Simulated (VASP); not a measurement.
## VASP inputs for SnO2 (fluorite)

INCAR

```
NBANDS = 20
LASPH = .TRUE.
SIGMA = 0.02
ISIF = 2
LCHARG = .FALSE.
GGA = PE
EDIFF = 1E-7
ISMEAR = -1
NSW = 0
PREC = Accurate
LWAVE = .FALSE.
ENCUT = 520
LREAL = .FALSE.
NELM = 120
IBRION = -1
```

KPOINTS

```
KPOINTS created by Atomic Simulation Environment
0
Gamma
8 8 8
0 0 0
```

KPOINTS_OPT

```
special points
6
Reciprocal
0.0000000000 0.0000000000 0.0000000000 1
0.5000000000 0.0000000000 0.5000000000 1
0.6250000000 0.2500000000 0.6250000000 1
0.3750000000 0.3750000000 0.7500000000 1
0.5000000000 0.5000000000 0.5000000000 1
0.5000000000 0.2500000000 0.7500000000 1
```

POSCAR

```
Sn O
 1.0000000000000000
    -0.0000000000000000    2.5334669702819435    2.5334669702819435
     2.5334669702819435   -0.0000000000000000    2.5334669702819435
     2.5334669702819435    2.5334669702819435   -0.0000000000000000
 Sn  O
   1   2
Cartesian
  0.0000000000000000  0.0000000000000000  0.0000000000000000
  1.2667334851409717  1.2667334851409717  1.2667334851409717
  3.8002004554229152  3.8002004554229152  3.8002004554229152
```

VASP ran with the recommended PBE PAW datasets (26 valence electrons in the cell).

Problem. Predict the results.

Solution. gap between bands v and c 0.28 eV; least direct gap 1.68 eV; pressure 10.0 GPa.

Band v is the last that the valence electrons fill when counted band by band, and c is the next. Levels in eV from the top of v:

```json
{"point": "Γ", "v−1": "-1.40", "v": "-1.40", "c": "0.28", "c+1": "7.13"}
{"point": "X", "v−1": "-0.20", "v": "-0.12", "c": "3.30", "c+1": "7.26"}
{"point": "K", "v−1": "-0.72", "v": "-0.17", "c": "4.25", "c+1": "8.77"}
{"point": "L", "v−1": "-2.14", "v": "-2.14", "c": "4.91", "c+1": "8.05"}
{"point": "W", "v−1": "-0.32", "v": "0.00", "c": "4.50", "c+1": "9.20"}
```
